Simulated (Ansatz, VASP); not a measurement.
# Ti15O32 (V_Ti): VASP beside Ansatz, part 3 of 3

Aim: how closely do two programs agree when they are given the same cell, functional and k mesh? The structure shown is the end of the Ansatz relaxation below.

VASP 6.6.1 and Ansatz 0.2.0.

So far. Step 6 (VASP: single point, LDA, pair 2): The run ends at a pressure of 4.21 GPa, with forces up to 0.20 eV/Å.

## 9. VASP: single point, LDA, pair 3

Level of this step: LDA, spin-polarised from a ferromagnetic start; plane waves and PAW (Ti_sv, O) (VASP).

The same cell, functional (in two slightly different forms) and mesh now go to VASP, with its own data sets.

The input, INCAR:

```
SYSTEM = Ti15O32
PREC = Accurate
ENCUT = 520
EDIFF = 1E-06
NELM = 200
ISMEAR = 0
SIGMA = 0.01
LREAL = Auto
ALGO = Normal
GGA = PW92
NELECT = 373
NBANDS = 224
ISPIN = 2
MAGMOM = -0.01 -0.01 -0.02 -0.01 -0.01 -0 -0.01 -0.01 -0.01 -0.01 -0.02 -0.01 -0.01 -0.01 -0.01 0.44 0.05 0.05 0.06 0.1 0.05 0.05 0.13 0.04 0.05 0.05 0.03 0.05 0.02 0.05 0.03 0.07 0.11 0.05 0.14 0.09 0.42 0.05 0.13 0.02 0.09 0.06 0.12 0.05 0.07 0.06 0.06
LASPH = .TRUE.
LMAXMIX = 4
LORBIT = 11
LWAVE = .FALSE.
LCHARG = .FALSE.
ISIF = 2
ISYM = 0
NUPDOWN = 3
GGA_COMPAT = .FALSE.
NCORE = 2
```

The input, POSCAR:

```
Ti15O32
1.0
    7.4780653400      0.0000000000      0.0000000000
    0.0000000000      7.4780653400      0.0000000000
    0.0000000000      0.0000000000      9.4575853200
Ti O
15 32
Direct
    0.0012238025      0.9991280771      0.0002557158
    0.2548995331      0.2459185607      0.4962397140
    0.9838361795      0.2448686573      0.2578300942
    0.2538300279      0.9988609331      0.7508419576
    0.9959760073      0.4969037377      0.9997687292
    0.2535105877      0.7472168826      0.5003840025
    0.0017683873      0.7467725515      0.2500601870
    0.2485028789      0.4976945740      0.7502959451
    0.5038497728      0.0044814541      0.0007788257
    0.5025428635      0.2512646069      0.2643645446
    0.7557289009      0.0164428898      0.7418629232
    0.5017362078      0.4986830356      0.0004880031
    0.7548795796      0.7465099754      0.5050183628
    0.5030879020      0.7519817807      0.2506348152
    0.7490176740      0.4979263014      0.7363310972
    0.9986301549      0.2091842365      0.4526463122
    0.2525270468      0.9961473968      0.9592318412
    0.0047135701      0.9967683288      0.2070975600
    0.2459984583      0.2483269243      0.7096890995
    0.0035872094      0.2484946350      0.0367780772
    0.2533374763      0.9956311605      0.5436297435
    0.0035849553      0.9959375776      0.7934116224
    0.2422980136      0.2648864027      0.2920929518
    0.0049623842      0.7476820644      0.4571448004
    0.2488566419      0.4993519352      0.9581174538
    0.9962429706      0.4990413933      0.2089607596
    0.2524435726      0.7480734901      0.7086477848
    0.0037849162      0.7479969728      0.0413493524
    0.2472571564      0.4973792392      0.5417699132
    0.9985379008      0.5079550833      0.7914035989
    0.2526078709      0.7480318881      0.2921682713
    0.4926090818      0.2391024681      0.4557793031
    0.7520526665      0.9972466994      0.9641101374
    0.4923117703      0.0019264362      0.2094384774
    0.7483307149      0.2552958009      0.7481757292
    0.4951654424      0.2517547639      0.0371126340
    0.7905258834      0.0024880926      0.5476515227
    0.5016533672      0.0046945522      0.7917032274
    0.7452548034      0.2524764695      0.2531963156
    0.5033643472      0.7534886679      0.4591824032
    0.7486601280      0.5050998407      0.9638875000
    0.4971461608      0.5023164359      0.2098486276
    0.7356414751      0.7579322338      0.7092106122
    0.5018521209      0.7516579963      0.0427660135
    0.7618374554      0.5081558544      0.5451751359
    0.4981237075      0.5027451718      0.7910025591
    0.7522703139      0.7542607710      0.2911635528
```

The input, KPOINTS:

```
Points of the shifted mesh
1
Reciprocal
 0.2500000000  0.2500000000  0.2500000000 1
```

PAW data sets: Ti_sv and O (LDA family, release 64).

On the command line:

```sh
mpirun -np 8 vasp_std
```

Numbers of over 12 decimals in the logs are rounded to 6 here.

The log of the run:

```text
[... set-up lines as in an earlier step ...]
 entering main loop
       N       E                     dE             d eps       ncg     rms          rms(c)
DAV:   1     0.626818895484E+04    0.62682E+04   -0.18077E+05   896   0.194E+03
DAV:   2     0.891931948286E+03   -0.53763E+04   -0.51357E+04   896   0.619E+02
DAV:   3    -0.429233886268E+03   -0.13212E+04   -0.12773E+04  1072   0.268E+02
DAV:   4    -0.552485662308E+03   -0.12325E+03   -0.12242E+03  1232   0.901E+01
DAV:   5    -0.562631584116E+03   -0.10146E+02   -0.10140E+02  1424   0.202E+01BRMIX: very serious problems
 the old and the new charge density differ
 old charge density:   372.00000 new  373.00000
    0.936E+01
DAV:   6    -0.450090126260E+03    0.11254E+03   -0.82138E+02  1256   0.102E+02    0.412E+01
DAV:   7    -0.444414262069E+03    0.56759E+01   -0.14684E+02  1336   0.371E+01    0.254E+01
DAV:   8    -0.442898447944E+03    0.15158E+01   -0.17796E+01  1336   0.131E+01    0.137E+01
DAV:   9    -0.443301593410E+03   -0.40315E+00   -0.74399E+00  1296   0.853E+00    0.698E+00
[...]
DAV:  18    -0.442938598711E+03    0.13706E-05   -0.64078E-05  1256   0.293E-02    0.169E-02
DAV:  19    -0.442938598044E+03    0.66654E-06   -0.18157E-05  1200   0.143E-02    0.697E-03
DAV:  20    -0.442938598049E+03   -0.44674E-08   -0.36558E-06   776   0.682E-03
   1 F= -.44293860E+03 E0= -.44293860E+03  d E =-.107522E-13  mag=     3.0000
```

Parts of OUTCAR (step 9):

```text
  Total       14.3551199     14.3478942      9.9715084     -0.8801900      0.6523596      0.6226174
  in kB       43.4869177     43.4650284     30.2073524     -2.6664180      1.9762364      1.8861362
  external PRESSURE =      39.0530995 kB  Pullay stress =       0.0000000 kB

 POSITION                                       TOTAL-FORCE (eV/Angst)
 -----------------------------------------------------------------------------------
      0.00915      7.47155      0.00242         0.034801     -0.034181      0.008873
      1.90616      1.83900      4.69323        -0.094225      0.009260      0.040133
      7.35719      1.83114      2.43845         0.077997      0.031633     -0.032113
      1.89816      7.46955      7.10115        -0.006010     -0.007055     -0.012112
      7.44797      3.71588      9.45540         0.018605     -0.002612      0.008569
      1.89577      5.58774      4.73242        -0.003340     -0.014718     -0.004870
      0.01322      5.58441      2.36497         0.005269     -0.001172      0.002737
      1.85832      3.72179      7.09599         0.000307      0.011030     -0.014029
      3.76782      0.03351      0.00737        -0.003182     -0.024631      0.004421
      3.75805      1.87897      2.50025        -0.061825      0.022459     -0.095525
      5.65139      0.12296      7.01623        -0.024520     -0.066849      0.058450
      3.75202      3.72918      0.00462         0.010700     -0.001439      0.003870
      5.64504      5.58245      4.77625        -0.002692      0.081297     -0.052319
      3.76212      5.62337      2.37040        -0.008393     -0.009302      0.002278
[...]
-----------------------------------------------------------------------------------
    total drift:                                0.060832     -0.053521     -0.005976

  FREE ENERGIE OF THE ION-ELECTRON SYSTEM (eV)
  ---------------------------------------------------
  free  energy   TOTEN  =      -442.9385980488 eV

  energy  without entropy=     -442.9385980488  energy(sigma->0) =     -442.93859805

 magnetization (x)
# of ion       s       p       d       tot
------------------------------------------
    1       -0.001   0.000  -0.018  -0.019
    2       -0.001   0.006  -0.013  -0.008
    3       -0.001   0.001  -0.030  -0.030
    4       -0.000  -0.001  -0.010  -0.011
    5       -0.001  -0.001  -0.018  -0.020
    6       -0.000  -0.000  -0.006  -0.006
    7       -0.000  -0.001  -0.010  -0.011
    8       -0.001  -0.000  -0.011  -0.012
    9       -0.001  -0.001  -0.018  -0.020
   10        0.001   0.002  -0.018  -0.015
   11       -0.001   0.001  -0.029  -0.029
   12       -0.001  -0.001  -0.017  -0.019
   13       -0.001   0.006  -0.012  -0.007
[...]
--------------------------------------------------
tot          0.043   2.722  -0.239   2.526

[... 2 parts as in an earlier step ...]

[... 1 further part left out ...]
[key lines of the parts left out:]
E-fermi :   2.9346
```

The run ends at a pressure of 3.91 GPa, with forces up to 0.18 eV/Å.

## 10. Differences

Both answers:

| quantity | Ansatz | VASP | difference |
| --- | --- | --- | --- |
| total moment, fixed by the input (μB) | 3.00 | 3.00 | 0.00 |
| moment on O16 (μB) | 0.44 | 0.43 | +0.01 |
| moment on O37 (μB) | 0.42 | 0.41 | +0.01 |
| moment on O35 (μB) | 0.14 | 0.14 | 0.00 |
| moment on O39 (μB) | 0.13 | 0.13 | 0.00 |
| moment on O23 (μB) | 0.13 | 0.13 | +0.01 |
| moment on O43 (μB) | 0.12 | 0.12 | +0.01 |
| moment on O33 (μB) | 0.10 | 0.10 | 0.00 |
| moment on O20 (μB) | 0.10 | 0.10 | 0.00 |

Forces on 7 of the 47 atoms, those with the largest forces and the largest differences (eV/Å; atoms numbered as in POSCAR):

| atom | Ansatz x, y, z | VASP x, y, z |
| --- | --- | --- |
| Ti2 | -0.001, 0.001, -0.002 | -0.094, 0.009, 0.040 |
| Ti10 | -0.005, 0.014, -0.007 | -0.062, 0.022, -0.096 |
| Ti15 | -0.004, 0.004, 0.014 | -0.011, 0.062, 0.106 |
| O16 | -0.006, 0.000, -0.011 | -0.053, -0.023, 0.078 |
| O32 | 0.006, -0.001, -0.007 | 0.135, -0.011, 0.099 |
| O37 | 0.003, 0.007, -0.002 | 0.028, 0.057, -0.095 |
| O45 | -0.001, -0.006, -0.007 | 0.007, -0.133, -0.115 |

The forces differ by 34 meV/Å r.m.s., where the r.m.s. force is 0.006 eV/Å in Ansatz and 0.036 eV/Å in VASP: the atoms lie near their places of rest in Ansatz, so a percentage would say little (all taken over all components). The cell carries a charge of -1 e against a uniform background, so its pressure also hangs on how the neutralising background is counted, and in a defect's cell a gap may be the spacing between its levels.

## 11. Results

```yaml
difference_in_moment_on_o43_single_point_lda_pair_1: 0.34 μB
r_m_s_force_difference_single_point_lda_pair_1: 90 meV/Å
r_m_s_force_difference_single_point_lda_pair_2: 41 meV/Å
r_m_s_force_difference_single_point_lda_pair_3: 34 meV/Å
```

In words: The r.m.s. force difference is 90 meV/Å (single point, LDA, pair 1), beyond the 12 meV/Å picked in this series as the mark of a large difference. The runs of the single point, LDA, pair 1 pair ended with unlike moments, so it says little about numerical agreement. By the marks of this series, far apart in the single point, LDA, pair 1 pair: the r.m.s. force difference, 90 meV/Å. What causes the difference of the single point, LDA, pair 1 pair stays open here. What causes the difference of the single point, LDA, pair 2 pair stays open here. What causes the difference of the single point, LDA, pair 3 pair stays open here. 3 further pairs of this series are not shown here. How closely two codes agree says nothing of how well the functional describes the real material.

[Lines on the potential files, build, host, timing and source positions are cut from VASP's logs without a mark.]

[Logs are printed without paths, hosts, clocks, repeated set-up lines and the standing remarks that a program may print on its own settings, such as how far it seeks lower states.]

[Hosts, paths, dates, database ids (printed as entryN), source tags and the programs' standing remarks are cut or masked in the printed files.]
